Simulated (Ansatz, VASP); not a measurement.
# Al12N: VASP beside Ansatz

```xyz
13
Lattice="5.7143 0.0000 0.0000 0.0000 5.7143 0.0000 0.0000 0.0000 19.6750" Properties=species:S:1:pos:R:3 pbc="T T T"
Al    1.4286    1.4286    4.0000
Al    1.4286    4.2857    4.0000
Al    4.2857    1.4286    4.0000
Al    4.2857    4.2857    4.0000
Al    0.0000    0.0000    6.0850
Al    0.0000    2.8572    6.0850
Al    2.8572    0.0000    6.0850
Al    2.8572    2.8572    6.0850
Al    1.4286    1.4286    8.1750
Al    1.4286    4.2857    8.1750
Al    4.2857    1.4286    8.1750
Al    4.2857    4.2857    8.1750
N     1.9048    2.3810    9.5303
```

Alike in both runs: functional PBE; k mesh 5 × 5 × 1; occupations gaussian, width 0.1 eV; no spin polarisation.

Ansatz relaxed the structure, and its values are those at the end. VASP's run is a single point on that final structure, the one shown.

|  | VASP | Ansatz |
| --- | --- | --- |
| version | VASP 6.6.1 | Ansatz 0.2.0 |
| potentials or method | VASP PAW PBE potentials, release 64 (Al, N) | scalar-relativistic, plane waves, PAW |
| plane-wave cutoff (eV) | 520 | 420 |
| valence electrons in the cell | 41 | 41 |

VASP gave:

| Item | Value |
| --- | --- |
| gap on the k mesh at the Fermi level (eV) | none |
| rms of the force components (eV/Å) | 0.621 |
| work function, face that differs most (eV) | 4.29 |

**Question.** Estimate Ansatz's values.

**Answer.** gap on the k mesh at the Fermi level (eV): none; rms of the force components (eV/Å): 0.616; work function, face that differs most (eV): 4.34.

A gap of «none» marks a metal or a gap that the smearing closes.
